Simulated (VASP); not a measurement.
# TiO2 (I4_1/amd) in VASP: further runs

One crystal, TiO2, is run at these levels: r2SCAN+rVV10; tasks: relaxation of cell and atoms.

All numbers are computed with VASP 6.6.1; they aren't measurements. Logs are shortened: lines on timing, memory, paths and dates and some standing lists are left out, and cuts for length are marked.

## (1) Starting point

It takes space group I4_1/amd (No. 141, tetragonal). Conventional cell: a = 3.784 Å, b = 3.784 Å, c = 9.515 Å, α = 90.00°, β = 90.00°, γ = 90.00°. Ti (site symmetry -4m2) has 6 O at 1.93 to 1.98 Å as nearest neighbours. O (site symmetry 2mm) is surrounded by 3 Ti at 1.93 to 1.98 Å.

## (2) Relaxation of cell and atoms, r2SCAN+rVV10

INCAR

```
SYSTEM = TiO2
PREC = Accurate ; ENCUT = 600
EDIFF = 1E-6 ; ISMEAR = 0
SIGMA = 0.03 ; LREAL = .False.
LASPH = .True. ; NELM = 80
ALGO = Normal ; ISIF = 3
LWAVE = .False. ; LCHARG = .False.
METAGGA = R2SCAN ; LMIXTAU = .True.
LUSE_VDW = .True. ; IVDW_NL = 2
BPARAM = 11.95 ; CPARAM = 0.0093
IBRION = 2 ; NSW = 90
EDIFFG = -0.01 ; LUSENCCL = .False.
```

KPOINTS

```
regular mesh
0
Gamma
  10 10 10
  0 0 0
```

POSCAR

```
TiO2
1.0
   -1.8921000000      1.8921000000      4.7573000000
    1.8921000000     -1.8921000000      4.7573000000
    1.8921000000      1.8921000000     -4.7573000000
Ti O
2 4
Direct
    0.0000000000      0.0000000000      0.0000000000
    0.7500000000      0.2500000000      0.5000000000
    0.2081000000      0.2081000000      0.0000000000
    0.9581000000      0.4581000000      0.5000000000
    0.5419000000      0.0419000000      0.5000000000
    0.7919000000      0.7919000000      0.0000000000
```

Potentials or basis: VASP PAW PBE potentials, release 64 (Ti_sv, O).

Launch:

```bash
cat potpaw_PBE.64/Ti_sv/POTCAR potpaw_PBE.64/O/POTCAR > POTCAR
mpirun -np 1 vasp_std > vasp.out
```

OUTCAR:

```text
SYSTEM = TiO2
   PREC = Accurate
   ENCUT = 600
   EDIFF = 1E-6
   ISMEAR = 0
   LREAL = .False.
   LASPH = .True.
   NELM = 80
   ISIF = 3
   METAGGA = R2SCAN
   IVDW_NL = 2
   BPARAM = 11.95
   IBRION = 2
   NSW = 90
   EDIFFG = -0.01

 ion  position               nearest neighbor table
   1  0.000  0.000  0.000-   5 1.93   4 1.93   5 1.93   4 1.93   3 1.98   6 1.98
   2  0.750  0.250  0.500-   6 1.93   3 1.93   6 1.93   3 1.93   4 1.98   5 1.98
   3  0.208  0.208  0.000-   2 1.93   2 1.93   1 1.98
   4  0.958  0.458  0.500-   1 1.93   1 1.93   2 1.98
   5  0.542  0.042  0.500-   1 1.93   1 1.93   2 1.98
   6  0.792  0.792  0.000-   2 1.93   2 1.93   1 1.98

  LATTYP: Found a body centered tetragonal cell.
 ALAT       =     3.7842000000
 C/A-ratio  =     2.5142962846

  Lattice vectors:

 A1 = (  -1.8921000000,   1.8921000000,   4.7573000000)
 A2 = (   1.8921000000,  -1.8921000000,   4.7573000000)
 A3 = (   1.8921000000,   1.8921000000,  -4.7573000000)

Analysis of symmetry for initial positions (statically):
=====================================================================
 Subroutine PRICEL returns:
 Original cell was already a primitive cell.

 Routine SETGRP: Setting up the symmetry group for a
 body centered tetragonal supercell.

 Subroutine GETGRP returns: Found 16 space group operations
 (whereof  8 operations were pure point group operations)
 out of a pool of 16 trial point group operations.

The static configuration has the point symmetry D_2d.
 The point group associated with its full space group is D_4h.

Analysis of symmetry for dynamics (positions and initial velocities):
=====================================================================
 Subroutine PRICEL returns:
 Original cell was already a primitive cell.

 Routine SETGRP: Setting up the symmetry group for a
 body centered tetragonal supercell.

 Subroutine GETGRP returns: Found 16 space group operations
 (whereof  8 operations were pure point group operations)
 out of a pool of 16 trial point group operations.

The dynamic configuration has the point symmetry D_2d.
 The point group associated with its full space group is D_4h.

 Subroutine INISYM returns: Found 16 space group operations
 (whereof  8 operations are pure point group operations),
 and found     1 'primitive' translations

----------------------------------------------------------------------------------------

                                     Primitive cell

  volume of cell :      68.1253

  direct lattice vectors                    reciprocal lattice vectors
    -1.892100000  1.892100000  4.757300000     0.000000000  0.264256646  0.105101633
     1.892100000 -1.892100000  4.757300000     0.264256646  0.000000000  0.105101633
     1.892100000  1.892100000 -4.757300000     0.264256646  0.264256646  0.000000000

  length of vectors
     5.458203744  5.458203744  5.458203744     0.284390450  0.284390450  0.373715333

  position of ions in fractional coordinates (direct lattice)
     0.000000000  0.000000000  0.000000000
     0.750000000  0.250000000  0.500000000
     0.208100000  0.208100000  0.000000000
     0.958100000  0.458100000  0.500000000
     0.541900000  0.041900000  0.500000000
     0.791900000  0.791900000  0.000000000

  ion indices of the primitive-cell ions
   primitive index   ion index
                 1           1
                 2           2
                 3           3
                 4           4
                 5           5
                 6           6

----------------------------------------------------------------------------------------

 KPOINTS: regular mesh

Automatic generation of k-mesh.
 Grid dimensions read from file:
 generate k-points for:   10   10   10

 Generating k-lattice:

  Cartesian coordinates                     Fractional coordinates (reciprocal lattice)
     0.000000000  0.026425665  0.010510163     0.100000000  0.000000000 -0.000000000
     0.026425665  0.000000000  0.010510163     0.000000000  0.100000000 -0.000000000
     0.026425665  0.026425665  0.000000000     0.000000000  0.000000000  0.100000000

  Length of vectors
     0.028439045  0.028439045  0.037371533

  Shift w.r.t. Gamma in fractional coordinates (k-lattice)
     0.000000000  0.000000000  0.000000000

 Subroutine IBZKPT returns following result:
 ===========================================

 Found    102 irreducible k-points:

 Following reciprocal coordinates:
            Coordinates               Weight
  0.000000  0.000000  0.000000      1.000000
  0.100000  0.000000  0.000000      8.000000
  0.200000  0.000000  0.000000      8.000000
  0.300000  0.000000  0.000000      8.000000
  0.400000  0.000000  0.000000      8.000000
  0.500000  0.000000  0.000000      4.000000
[... 16 lines left out ...]
  0.300000  0.300000  0.000000      8.000000
  0.400000  0.300000  0.000000     16.000000
 [... further k-points ...]
   k-points           NKPTS =    102   k-points in BZ     NKDIM =    102   number of bands    NBANDS=     28
   number of dos      NEDOS =    301   number of ions     NIONS =      6
   total plane-waves  NPLWV = 110592
   dimension x,y,z NGX =    48 NGY =   48 NGZ =   48
   dimension x,y,z NGXF=    96 NGYF=   96 NGZF=   96
   ions per type =               2   4
   NGX,Y,Z   is equivalent  to a cutoff of  14.62, 14.62, 14.62 a.u.
   NGXF,Y,Z  is equivalent  to a cutoff of  29.24, 29.24, 29.24 a.u.
 SYSTEM =  TiO2
   PREC   = accura    normal or accurate (medium, high low for compatibility)
   ISTART =      0    job   : 0-new  1-cont  2-samecut
   ICHARG =      2    charge: 1-file 2-atom 10-const
   ISPIN  =      1    spin polarized calculation?
   LNONCOLLINEAR =      F non collinear calculations
   LSORBIT =      F    spin-orbit coupling
   LASPH  =      T    aspherical Exc in radial PAW
   ENCUT  =  600.0 eV  44.10 Ry    6.64 a.u.  10.90 10.90 10.90*2*pi/ulx,y,z
   NELM   =     80;   NELMIN=  2; NELMDL= -5     # of ELM steps
   EDIFF  = 0.1E-05   stopping-criterion for ELM
   LREAL  =      F    real-space projection
   EDIFFG = -.1E-01   stopping-criterion for IOM
   NSW    =     90    number of steps for IOM
   IBRION =      2    ionic relax: 0-MD 1-quasi-New 2-CG
   NFREE  =      1    steps in history (QN), initial steepest desc. (CG)
   ISIF   =      3    stress and relaxation
   ISYM   =      2    0-nonsym 1-usesym 2-fastsym
   POTIM  = 0.5000    time-step for ionic-motion
   TEBEG  =    0.0;   TEEND  =   0.0 temperature during run
   PSTRESS=    0.0 pullay stress
   NELECT =      48.0000    total number of electrons
   NUPDOWN=      -1.0000    fix difference up-down
   EMIN   =  10.00;   EMAX   =-10.00  energy-range for DOS
   EFERMI =   0.00;   METHOD = LEGACY
   ISMEAR =     0;   SIGMA  =   0.03  broadening in eV -4-tet -1-fermi 0-gaus
   EFERMI_NEDOS =   21; number of points for ismear=-14 and -15
   IALGO  =     38    algorithm
   IMIX   =      4    mixing-type and parameters
     AMIX     =   0.40;   BMIX     =  1.00
     AMIX_MAG =   1.60;   BMIX_MAG =  1.00
  volume/ion in A,a.u.               =      11.35        76.62
  Fermi-wavevector in a.u.,A,eV,Ry     =   1.456752  2.752862 28.873289  2.122127
  Thomas-Fermi vector in A             =   2.573634
   LORBIT       =      0    0 simple, 1 ext, 2 COOP (PROOUT), +10 PAW based schemes
   METAGGA = R2SCAN    functional components
   LHFCALC =     F    Hartree Fock is set to
   AEXX    =    0.0000 exact exchange contribution
   IVDW_NL    =     2    kernel type
   BPARAM     =11.9500
   IVDW    =     0    specifies the selected vdW correction
   LEPSILON=     F    determine dielectric tensor
   LRPA    =     F    only Hartree local field effects (RPA)
 conjugate gradient relaxation of ions
 non-spin polarized calculation
 Gauss-broadening in eV      SIGMA  =   0.03
  energy-cutoff  :      600.00
  volume of cell :       68.13
 maximum number of plane-waves:      2300
 NGX is ok and might be reduce to    48
   NGX = 21   NGY = 21   NGZ = 21

--------------------------------------- Ionic step        1  -------------------------------------------

 number of electron      47.9999997 magnetization

 Free energy of the ion-electron system (eV)
  ---------------------------------------------------
  ext. energy  EPLUGINS =         0.00000000
  ---------------------------------------------------
  free energy    TOTEN  =       -68.57343913 eV

  energy without entropy =      -68.57343913  energy(sigma->0) =      -68.57343913

------------------------ aborting loop because EDIFF is reached ----------------------------------------

  FORCE on cell =-STRESS in cart. coord.  units (eV):
  Direction    XX          YY          ZZ          XY          YZ          ZX
  --------------------------------------------------------------------------------------
  -------------------------------------------------------------------------------------
  Total        0.0423358      0.0423358      0.3624412      0.0000000      0.0000000      0.0000000
  in kB        0.9956567      0.9956567      8.5239216      0.0000000      0.0000000      0.0000000
  external PRESSURE =       3.5050784 kB  Pullay stress =       0.0000000 kB
[... 225 lines left out ...]
  energy  without entropy=      -68.5738343416  energy(sigma->0) =      -68.57383434

--------------------------------------- Ionic step        7  -------------------------------------------

 number of electron      47.9999997 magnetization

 Free energy of the ion-electron system (eV)
  ---------------------------------------------------
  ext. energy  EPLUGINS =         0.00000000
  ---------------------------------------------------
  free energy    TOTEN  =       -68.57385904 eV

  energy without entropy =      -68.57385904  energy(sigma->0) =      -68.57385904

 E-fermi :   3.2548     XC(G=0): -11.5439

 val. band max:        3.0324771640   @ k =  -0.4000   0.4000   0.0000
 cond. band min:       5.5612645539   @ k =   0.0000   0.0000   0.0000
 fundamental gap:      2.5287873900
 Fermi energy:         3.2548004723

 k-point     1 :       0.0000    0.0000    0.0000
  band No.  band energies     occupation
      1     -55.5424      2.00000
      2     -55.4814      2.00000
      3     -30.9657      2.00000
      4     -30.7156      2.00000
      5     -30.7156      2.00000
      6     -30.6441      2.00000
[... 733 lines left out ...]
     27       7.0032      0.00000
     28       7.1405      0.00000

 [... further k-points ...]

------------------------ aborting loop because EDIFF is reached ----------------------------------------

  FORCE on cell =-STRESS in cart. coord.  units (eV):
  Direction    XX          YY          ZZ          XY          YZ          ZX
  --------------------------------------------------------------------------------------
  -------------------------------------------------------------------------------------
  Total        0.0392402      0.0392402     -0.0073767      0.0000000      0.0000000      0.0000000
  in kB        0.9221053      0.9221053     -0.1733451      0.0000000      0.0000000      0.0000000
  external PRESSURE =       0.5569552 kB  Pullay stress =       0.0000000 kB
[... 21 lines left out ...]
  FREE ENERGIE OF THE ION-ELECTRON SYSTEM (eV)
  ---------------------------------------------------
  free  energy   TOTEN  =       -68.5738590430 eV

  energy  without entropy=      -68.5738590430  energy(sigma->0) =      -68.57385904

 reached required accuracy - stopping structural energy minimisation
```

It took 28 min on 1 × NVIDIA H100 80GB with 1 thread of AMD EPYC 7R13 (Zen 3), shared host; peak memory 1.5 GiB.

Results:

```yaml
Free_energy: -68.5739 eV
Relaxed_volume: 11.36 Å³/atom
Relaxed_cell: a = 5.464 Å, b = 5.464 Å, c = 5.464 Å, α = 139.50°, β = 139.50°, γ = 58.62°
Space_group_after_relaxing_to_0.05_Å: I4_1/amd (No. 141)
Energy_gained_by_relaxing: 0.1 meV/atom
Ionic_steps: 7
Pressure_after_relaxing: 0.1 GPa
Largest_force_after_relaxing: 0.005 eV/Å
Band_gap_on_the_k_mesh: 2.53 eV, indirect (least direct gap 2.89 eV)
```

Forces in eV/Å, atoms in the order of the input:
```
Ti   0.000  0.000  0.000
Ti   0.000  0.000  0.000
O    0.000  0.000 -0.005
O    0.000  0.000 -0.005
O    0.000  0.000  0.005
O    0.000  0.000  0.005
```

Step by step:
| step | energy change (eV) | largest force (eV/Å) | pressure (GPa) | volume (Å³) |
| --- | --- | --- | --- | --- |
| 1 | 0.0000 | 0.0555 | 0.35 | 68.13 |
| 2 | 0.0001 | 0.0429 | -0.62 | 68.37 |
| 3 | -0.0004 | 0.0081 | -0.12 | 68.24 |
| 4 | -0.0004 | 0.0065 | -0.10 | 68.24 |
| 5 | -0.0003 | 0.0180 | -0.34 | 68.31 |
| 6 | -0.0004 | 0.0053 | -0.14 | 68.25 |
| 7 | -0.0004 | 0.0048 | 0.06 | 68.18 |

Final structure:
```
CELL_PARAMETERS angstrom
-1.89139 1.89139 4.76476
1.89139 -1.89139 4.76476
1.89139 1.89139 -4.76476
ATOMIC_POSITIONS crystal
Ti 0.00000 0.00000 0.00000
Ti 0.75000 0.25000 0.50000
O 0.20829 0.20829 0.00000
O 0.95829 0.45829 0.50000
O 0.54171 0.04171 0.50000
O 0.79171 0.79171 0.00000
```

Caveat: the PAW data sets were made with another functional, which shifts forces and pressure a little.

## (3) Relaxation of cell and atoms, r2SCAN+rVV10

Edit INCAR of step 2 so:

```diff
@@ -2,3 +2,3 @@
 PREC = Accurate ; ENCUT = 600
-EDIFF = 1E-6 ; ISMEAR = 0
+EDIFF = 1E-7 ; ISMEAR = 0
 SIGMA = 0.03 ; LREAL = .False.
@@ -11,2 +11,2 @@
 IBRION = 2 ; NSW = 90
-EDIFFG = -0.01 ; LUSENCCL = .False.
+EDIFFG = -0.005 ; LUSENCCL = .False.
```

KPOINTS is that of step 2.

POSCAR

```
TiO2                                    
1.0
   -1.8913860509      1.8913860509      4.7647590463
    1.8913860509     -1.8913860509      4.7647590463
    1.8913860509      1.8913860509     -4.7647590463
  Ti              O             
     2     4
Direct
     1.0000000000000000    0.0000000000000000    0.0000000000000000
     0.7500000000000000    0.2500000000000000    0.5000000000000000
     0.2082898505486488    0.2082898505486488    1.0000000000000000
     0.9582898505486487    0.4582898505486487    0.5000000000000000
     0.5417101494513513    0.0417101494513513    0.5000000000000000
     0.7917101494513513    0.7917101494513513    1.0000000000000000
```

Potentials or basis: VASP PAW PBE potentials, release 64 (Ti_sv, O).

Launch:

```bash
cat potpaw_PBE.64/Ti_sv/POTCAR potpaw_PBE.64/O/POTCAR > POTCAR
mpirun -np 1 vasp_std > vasp.out
```

It took 11 min on 1 × NVIDIA H100 80GB with 1 thread of AMD EPYC 7R13 (Zen 3), shared host; peak memory 1.5 GiB.

Results (log left out):

```
Free energy                            : -68.5740 eV
Relaxed volume                         : 11.37 Å³/atom
Relaxed cell                           : a = 5.464 Å, b = 5.464 Å, c = 5.464 Å, α = 139.49°, β = 139.49°, γ = 58.64°
Space group after relaxing (to 0.05 Å) : I4_1/amd (No. 141)
Energy gained by relaxing              : 0.0 meV/atom
Ionic steps                            : 2
Pressure after relaxing                : -0.1 GPa
Band gap on the k mesh                 : 2.53 eV, indirect (least direct gap 2.88 eV)
```

Final structure:
```
Ti O
1.0
    -1.89198    1.89198    4.76445
     1.89198   -1.89198    4.76445
     1.89198    1.89198   -4.76445
Ti O
2 4
Cartesian
  0.0000 0.0000 9.5289
  0.0000 1.8920 2.3822
  0.0000 0.0000 1.9845
  0.0000 1.8920 4.3668
  0.0000 1.8920 0.3977
  0.0000 0.0000 7.5444
```

Levels at points of the mesh, in eV from the valence-band top:
```csv
k point,band 21,band 22,band 23,band 24,band 25,band 26,band 27,band 28
"(0.00, 0.00, 0.00)",-0.79,-0.79,-0.49,-0.49,2.53,3.27,4.40,4.41
"(0.50, 0.00, 0.00)",-1.97,-0.99,-0.89,-0.68,3.66,3.96,3.97,4.07
"(0.50, 0.50, 0.00)",-2.11,-2.11,-0.03,-0.03,3.76,3.76,4.22,4.22
"(0.50, 0.50, 0.50)",-1.31,-1.31,-0.14,-0.14,2.89,2.89,4.21,4.21
```

Caveat: the PAW data sets were made with another functional, which shifts forces and pressure a little. A k mesh can miss the band edges.
